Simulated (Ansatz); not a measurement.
# SiO2 (I-42d) in Ansatz: reference runs

How does SiO2 come out in PBE? The cell is run as given and disturbed.

Everything below comes from runs of Ansatz 0.2.0. Logs are shortened: lines on timing, memory, paths and dates and some standing lists are left out, and cuts for length are marked.

### 1 The structure

The structure is tetragonal, space group I-42d (No. 122). Conventional cell: a = 4.955 Å, b = 4.955 Å, c = 7.311 Å, α = 90.00°, β = 90.00°, γ = 90.00°. Around Si (site symmetry -4) lie 4 O at 1.61 Å. O (site symmetry 2) is surrounded by 2 Si at 1.61 Å.

The cell comes from a database or a generator and needn't be the stable form of this composition.

### 2 Single point, PBE

File input.yaml:

```yaml
crystal:
  lattice:
    - [-2.4772904627, 2.4772904627, 3.6556712422]
    - [2.4772904627, -2.4772904627, 3.6556712422]
    - [2.4772904627, 2.4772904627, -3.6556712422]
  atoms:
    - { symbol: Si, position: [0.75, 0.25, 0.5] }
    - { symbol: Si, position: [0.0, 0.0, 0.0] }
    - { symbol: O, position: [0.875, 0.02821387, 0.65321387] }
    - { symbol: O, position: [0.77821387, 0.125, 0.15321387] }
    - { symbol: O, position: [0.97178613, 0.625, 0.84678613] }
    - { symbol: O, position: [0.375, 0.22178613, 0.34678613] }
hamiltonian:
  xc: pbe
  pseudopotentials: { kind: paw }
kpoints:
  mp_grid: { grid: [8, 8, 8] }
scf:
  occupations: { method: fermi_dirac, width: 0.05 }
output:
  forces: true
  stress: true
  eigenvalues: true
  write_density: true
  write_potential: true
  elf: true
  volumetric_format: npy
```

Potentials or basis: Ansatz PAW.

Started as:

```
> ansatz run input.yaml --threads 2 --pin off --max-ram 5632MiB --backend cpu --events-out ev --progress --plain --runs-dir out
```

The log of the run:

```text
Warning: RAYON_NUM_THREADS=2 ignored (pool sized by the plan → 2); use --threads N
Engine: ansatz 0.2.0, x86_64-unknown-linux-gnu
Pseudopotentials: kind: paw
Pseudopotential: Si, paw, valence charge 4, recommended cutoff 420 eV (normal), Si.paw.azcp
Pseudopotential: O, paw, valence charge 6, recommended cutoff 420 eV (normal), O.paw.azcp
Functional definition: PBE
  parameter kappa = 0.804
  parameter beta = 0.06672455060314922
  exchange = pbe_x(kappa = kappa, mu = beta*pi^2/3)
  correlation = pbe_c(beta = beta)
Crystal: 6 atoms, lattice volume = 89.739 Å³
Basis set: ecut = 420 eV, 1769 PW (Γ), exchange–correlation on 72×72×72 points (8 copies of the dense FFT grid, shifted against one another)
Bands: 22, of which v1, the nominal top of the filled ones, is band 16 counted from 1 (15 counted from 0)
Symmetry: 8 space group operations
Space group: I-42d (ITA 122), of the structure as read, at distance tolerance 4.5e-5 Å
k-points: 59 of 512 (time reversal used)
Non-local potential: Si, projectors of the file, l = 0: 2, l = 1: 2, l = 2: 2
Non-local potential: O, projectors of the file, l = 0: 2, l = 1: 2, l = 2: 1
PAW form: soft (Blöchl's): semilocal exchange-correlation on the pseudo side does not see the compensation charge
PAW one-centre angular grid: Si, 110 points (default); XC on 64 Gauss nodes
PAW one-centre angular grid: O, 110 points (default); XC on 64 Gauss nodes
Initial density: superposition of atomic densities (neutral atoms: chi_scale 0, normalization atom), corrected by the library's trained network
Initial wavefunctions: pseudopotential atomic-orbital guess
Functional: x = pbe(κ = 0.804, μ = 0.2195149727645171), c = pbe(β = 0.06672455060314922)
SCF iter   1: F=—  HF=-3548.171517 eV  |F-HF|=—  |Δ(HF+E_count)|=         —  Δρ=9.11e-4  dr2=1.75e-4  ethr=1.77e-3  ⟨swp⟩=6.8  Hψ=7771  notcnv=0  defer=2
preconditioner: auto → none  [insulator: Δε(μ)=5.923 eV  Ē_g=16.694 eV  σ=0.050 eV  W_gap=1.00  n_scr=14 (ndim 8)  ℏωp=22.2 eV  f_vac=0.253  D(μ)=0.00/eV (n_scr^D=0)  ε∞_Penn≈2.8]
SCF iter   2: F=—  HF=-3548.173965 eV  |F-HF|=—  |Δ(HF+E_count)|=   2.45e-3  Δρ=5.02e-4  dr2=6.79e-5  ethr=5.47e-7  ⟨swp⟩=2.9  Hψ=3156  notcnv=0  defer=20
SCF iter   3: F=—  HF=-3548.174463 eV  |F-HF|=—  |Δ(HF+E_count)|=   4.98e-4  Δρ=1.77e-4  dr2=1.53e-5  ethr=2.12e-7  ⟨swp⟩=2.0  Hψ=2146  notcnv=0  defer=20
SCF iter   4: F=—  HF=-3548.174487 eV  |F-HF|=—  |Δ(HF+E_count)|=   2.47e-5  Δρ=6.50e-5  dr2=2.23e-6  ethr=4.79e-8  ⟨swp⟩=2.0  Hψ=2141  notcnv=0  defer=20
SCF iter   5: F=—  HF=-3548.174487 eV  |F-HF|=—  |Δ(HF+E_count)|=   5.34e-7  Δρ=2.84e-5  dr2=3.22e-7  ethr=6.97e-9  ⟨swp⟩=2.0  Hψ=1908  notcnv=0  defer=20
SCF iter   6: F=-3548.174487 eV  HF=-3548.174487 eV  |F-HF|=2.09e-9  |Δ(HF+E_count)|=   3.71e-9  Δρ=2.74e-6  dr2=2.33e-9  ethr=3.13e-10  ⟨swp⟩=13.9  Hψ=9933  notcnv=0
SCF 1 converged in 6 iterations: F = -3548.174487 eV  dr2 = 2.33e-9
SCF converged after 6 iterations
Free energy (F): -3548.174487 eV
Harris-Foulkes:  -3548.174487 eV  (|F-HF|=2.09e-9)
Internal energy: -3548.174487 eV  (E = F + TS)
E sigma→0 (E₀):  -3548.174487 eV
Fermi energy:    3.837504 eV
--- Per-component energies (eV) ---
  E_band       = -188.698847
  E_kinetic    = 806.095153
  E_local      = -2347.399635  (includes V_loc(G=0)·N_el)
  E_nonlocal   = 240.758641
  E_hartree    = 869.871112
  E_xc         = -408.731755
  E_vxc        = -474.414770  (∫ρ·V_xc dr)
  E_paw        = -1662.771404  (= ΣΔE_a)
  E_vpaw       = -153.490741  (= ΣTr[D̂ρ^β])
  E_aug_tail   = 0.010485  (compensation charges beyond the density's cutoff)
  E_ewald      = -1046.007085
  E_smearing   = -0.000000  (= −TS)
  E_closure    = 0.000000  (closes the sum)
  Σ components = -3548.174487   (vs F -3548.174487, Δ=0.00e0)
--- Forces (eV/Å), atoms counted from 1 ---
  atom   1  Si     0.00000000     0.00000000     0.00000000
  atom   2  Si     0.00000000    -0.00000000     0.00000000
  atom   3  O     -0.27065009     0.00000000     0.00000000
  atom   4  O     -0.00000000    -0.27065009     0.00000000
  atom   5  O     -0.00000000     0.27065009     0.00000000
  atom   6  O      0.27065009    -0.00000000    -0.00000000
  max |Σ_I F_I| component: 1.04e-17 eV/Å
--- Stress (GPa, compression-positive) ---
        4.484723       0.000000       0.000000
        0.000000       4.484723       0.000000
        0.000000       0.000000       4.350474
  P = ⅓ Tr σ = 4.4400 GPa (44.400 kbar)
--- Band table (eV; the first three rows and the last of 59) ---
  k-point 0: bands = ["-18.4141", "-16.3331", "-16.3331", "-16.2736", "-8.4161", "-4.7146", "-4.7146", "-4.4476", "-1.7436", "-1.3125", "-0.8053", "-0.8053", "-0.7512", "0.0910", "0.7878", "0.7878", "6.7124", "9.6552", "11.4610", "11.4610", "11.5252", "12.8038"]
  k-point 1: bands = ["-18.3504", "-16.4378", "-16.3370", "-16.2815", "-8.2542", "-4.8541", "-4.6364", "-4.3630", "-1.7855", "-1.2595", "-0.9952", "-0.8152", "-0.8084", "0.1212", "0.7399", "0.7419", "7.0454", "9.8540", "10.9130", "11.3298", "12.1046", "12.5368"]
  k-point 2: bands = ["-18.1648", "-16.7178", "-16.3453", "-16.3026", "-7.8066", "-5.2087", "-4.4293", "-4.2023", "-1.8957", "-1.3668", "-1.1539", "-0.9890", "-0.7832", "0.1425", "0.6177", "0.6325", "7.9088", "10.3087", "10.5891", "11.0907", "12.2917", "12.4353"]
  k-point 58: bands = ["-17.4936", "-17.4936", "-16.3666", "-16.3666", "-6.2639", "-6.2639", "-4.1328", "-4.1328", "-1.6989", "-1.6989", "-1.2958", "-1.2958", "-0.6842", "-0.6842", "0.4703", "0.4703", "9.7200", "9.7200", "11.0865", "11.0865", "12.5098", "12.5098"]
```

It took 18 s on 2 threads of AMD EPYC (Zen 3), shared host; peak memory 0.4 GiB.

Results:

```yaml
Free_energy: -3548.1745 eV
Pressure: 4.4 GPa
Largest_force: 0.271 eV/Å
Band_gap_on_the_k_mesh: 5.92 eV, direct
```

Forces on the atoms (eV/Å):
```
Si   0.000  0.000  0.000
Si   0.000  0.000  0.000
O   -0.271  0.000  0.000
O    0.000 -0.271  0.000
O    0.000  0.271  0.000
O    0.271  0.000  0.000
```

Stress tensor (GPa, compression positive):
```
4.48 0.00 0.00
0.00 4.48 0.00
0.00 0.00 4.35
```

Levels at points of the mesh, in eV from the valence-band top:
| k point | band 12 | band 13 | band 14 | band 15 | band 16 | band 17 | band 18 | band 19 | band 20 | band 21 |
| --- | --- | --- | --- | --- | --- | --- | --- | --- | --- | --- |
| (0.00, 0.00, 0.00) | -1.59 | -1.54 | -0.70 | 0.00 | 0.00 | 5.92 | 8.87 | 10.67 | 10.67 | 10.74 |
| (0.00, 0.00, -0.50) | -2.07 | -0.97 | -0.97 | -0.34 | -0.34 | 9.15 | 9.15 | 10.27 | 10.27 | 11.18 |
| (0.00, -0.50, 0.00) | -1.62 | -1.49 | -0.79 | -0.49 | -0.14 | 8.24 | 8.99 | 9.76 | 10.26 | 10.86 |
| (-0.50, -0.50, -0.50) | -2.08 | -1.47 | -1.47 | -0.32 | -0.32 | 8.93 | 8.93 | 10.30 | 10.30 | 11.72 |

Caveat: the pressure holds a Pulay correction of +0.5 GPa for the finite cutoff. A k mesh can miss the band edges.

### 3 Single point, PBE (atoms moved at random, drawn with an rms of 0.05 Å)

File input.yaml:

```yaml
crystal:
  lattice:
    - [-2.4772904627, 2.4772904627, 3.6556712422]
    - [2.4772904627, -2.4772904627, 3.6556712422]
    - [2.4772904627, 2.4772904627, -3.6556712422]
  atoms:
    - { symbol: Si, position: [0.746177, 0.249916, 0.503638] }
    - { symbol: Si, position: [0.005236, -0.004868, 0.009439] }
    - { symbol: O, position: [0.874695, 0.035363, 0.656943] }
    - { symbol: O, position: [0.785663, 0.133284, 0.167708] }
    - { symbol: O, position: [0.967207, 0.615054, 0.836923] }
    - { symbol: O, position: [0.382067, 0.22429, 0.352373] }
hamiltonian:
  xc: pbe
  pseudopotentials: { kind: paw }
kpoints:
  mp_grid: { grid: [8, 8, 8] }
scf:
  occupations: { method: fermi_dirac, width: 0.05 }
output:
  forces: true
  stress: true
  eigenvalues: true
  write_density: true
  write_potential: true
  elf: true
  volumetric_format: npy
```

Potentials or basis: Ansatz PAW.

Started as:

```
> ansatz run input.yaml --threads 2 --pin off --max-ram 5632MiB --backend cpu --events-out ev --progress --plain --runs-dir out
```

The log of the run:

```text
Warning: RAYON_NUM_THREADS=2 ignored (pool sized by the plan → 2); use --threads N
[... 9 set-up lines as earlier in the session ...]
Crystal: 6 atoms, lattice volume = 89.739 Å³
Basis set: ecut = 420 eV, 1769 PW (Γ), exchange–correlation on 72×72×72 points (8 copies of the dense FFT grid, shifted against one another)
Bands: 22, of which v1, the nominal top of the filled ones, is band 16 counted from 1 (15 counted from 0)
Symmetry: 1 space group operations
Space group: P1 (ITA 1), of the structure as read, at distance tolerance 4.5e-5 Å
k-points: 260 of 512 (time reversal used)
[... 8 set-up lines as earlier in the session ...]
SCF iter   1: F=—  HF=-3547.962095 eV  |F-HF|=—  |Δ(HF+E_count)|=         —  Δρ=9.84e-4  dr2=2.38e-4  ethr=1.77e-3  ⟨swp⟩=6.9  Hψ=34755  notcnv=0  defer=14
preconditioner: auto → none  [insulator: Δε(μ)=5.853 eV  Ē_g=16.697 eV  σ=0.050 eV  W_gap=1.00  n_scr=14 (ndim 8)  ℏωp=22.2 eV  f_vac=0.256  D(μ)=0.00/eV (n_scr^D=0)  ε∞_Penn≈2.8]
SCF iter   2: F=—  HF=-3547.964654 eV  |F-HF|=—  |Δ(HF+E_count)|=   2.56e-3  Δρ=5.41e-4  dr2=8.32e-5  ethr=7.44e-7  ⟨swp⟩=2.8  Hψ=13580  notcnv=0  defer=82
SCF iter   3: F=—  HF=-3547.965104 eV  |F-HF|=—  |Δ(HF+E_count)|=   4.51e-4  Δρ=2.09e-4  dr2=2.23e-5  ethr=2.60e-7  ⟨swp⟩=2.0  Hψ=9501  notcnv=0  defer=82
SCF iter   4: F=—  HF=-3547.965139 eV  |F-HF|=—  |Δ(HF+E_count)|=   3.52e-5  Δρ=8.67e-5  dr2=4.67e-6  ethr=6.96e-8  ⟨swp⟩=2.0  Hψ=9452  notcnv=0  defer=82
SCF iter   5: F=—  HF=-3547.965139 eV  |F-HF|=—  |Δ(HF+E_count)|=   8.98e-7  Δρ=2.81e-5  dr2=3.31e-7  ethr=1.46e-8  ⟨swp⟩=2.0  Hψ=8221  notcnv=0  defer=82
SCF iter   6: F=-3547.965139 eV  HF=-3547.965139 eV  |F-HF|=3.51e-8  |Δ(HF+E_count)|=   1.58e-7  Δρ=1.34e-5  dr2=8.33e-8  ethr=3.13e-10  ⟨swp⟩=14.3  Hψ=45480  notcnv=0
SCF 1 converged in 6 iterations: F = -3547.965139 eV  dr2 = 8.33e-8
SCF converged after 6 iterations
Free energy (F): -3547.965139 eV
Harris-Foulkes:  -3547.965139 eV  (|F-HF|=3.51e-8)
Internal energy: -3547.965139 eV  (E = F + TS)
E sigma→0 (E₀):  -3547.965139 eV
Fermi energy:    3.868759 eV
--- Per-component energies (eV) ---
  E_band       = -189.288103
  E_kinetic    = 807.425699
  E_local      = -2364.512283  (includes V_loc(G=0)·N_el)
  E_nonlocal   = 241.275351
  E_hartree    = 877.550862
  E_xc         = -409.030000
  E_vxc        = -474.790283  (∫ρ·V_xc dr)
  E_paw        = -1663.049968  (= ΣΔE_a)
  E_vpaw       = -153.791945  (= ΣTr[D̂ρ^β])
  E_aug_tail   = 0.010456  (compensation charges beyond the density's cutoff)
  E_ewald      = -1037.635256
  E_smearing   = -0.000000  (= −TS)
  E_closure    = 0.000000  (closes the sum)
  Σ components = -3547.965139   (vs F -3547.965139, Δ=0.00e0)
--- Forces (eV/Å), atoms counted from 1 ---
  atom   1  Si    -1.22335003     0.61939334     0.55211995
  atom   2  Si     0.18589895    -1.46871179     0.77462330
  atom   3  O     -0.31262430     2.15763048    -1.68379795
  atom   4  O     -1.13690019    -0.25260268     0.49124480
  atom   5  O      1.98957838     0.71523488     1.31215560
  atom   6  O      0.49743476    -1.77091153    -1.44634743
  max |Σ_I F_I| component: 3.76e-5 eV/Å
--- Stress (GPa, compression-positive) ---
        6.548371      -0.929784       1.933818
       -0.929801       6.417641       3.061066
        1.933821       3.061071       6.220901
  P = ⅓ Tr σ = 6.3956 GPa (63.956 kbar)
--- Band table (eV; the first three rows and the last of 260) ---
  k-point 0: bands = ["-18.4840", "-16.5617", "-16.3382", "-16.0726", "-8.4745", "-4.8136", "-4.7176", "-4.4397", "-1.7652", "-1.3796", "-0.8475", "-0.8342", "-0.7722", "0.1729", "0.8212", "0.8609", "6.7150", "9.6618", "11.2675", "11.4285", "11.4515", "12.8181"]
  k-point 1: bands = ["-18.4215", "-16.6257", "-16.3475", "-16.1158", "-8.3107", "-4.9256", "-4.6401", "-4.3791", "-1.8044", "-1.3326", "-1.0004", "-0.8598", "-0.8446", "0.1936", "0.7714", "0.8105", "7.0447", "9.8590", "10.7881", "11.2935", "11.9768", "12.6689"]
  k-point 2: bands = ["-18.2400", "-16.8386", "-16.3673", "-16.1905", "-7.8583", "-5.2572", "-4.4360", "-4.2304", "-1.9111", "-1.3579", "-1.2407", "-1.0500", "-0.8067", "0.1965", "0.6404", "0.6954", "7.8958", "10.2698", "10.5076", "11.0814", "12.2179", "12.4263"]
  k-point 259: bands = ["-17.6787", "-17.4769", "-16.3791", "-16.2914", "-6.3952", "-6.2415", "-4.1725", "-4.0963", "-1.7657", "-1.7228", "-1.3911", "-1.3697", "-0.7039", "-0.5282", "0.4760", "0.5085", "9.5886", "9.7623", "11.1235", "11.2013", "12.0254", "13.0465"]
```

Run time: 66 s. Hardware: 2 threads of AMD EPYC (Zen 3), shared host; peak memory 0.68 GiB.

Results:

| Quantity | Value |
| --- | --- |
| Free energy | -3547.9651 eV |
| Pressure | 6.4 GPa |
| Largest force | 2.755 eV/Å |
| Band gap on the k mesh | 5.85 eV, direct |

Forces in eV/Å, atoms in the order of the input:
```
Si  -1.223  0.619  0.552
Si   0.186 -1.469  0.775
O   -0.313  2.158 -1.684
O   -1.137 -0.253  0.491
O    1.990  0.715  1.312
O    0.497 -1.771 -1.446
```

Caveat: the pressure holds a Pulay correction of +0.5 GPa for the finite cutoff. A k mesh can miss the band edges.
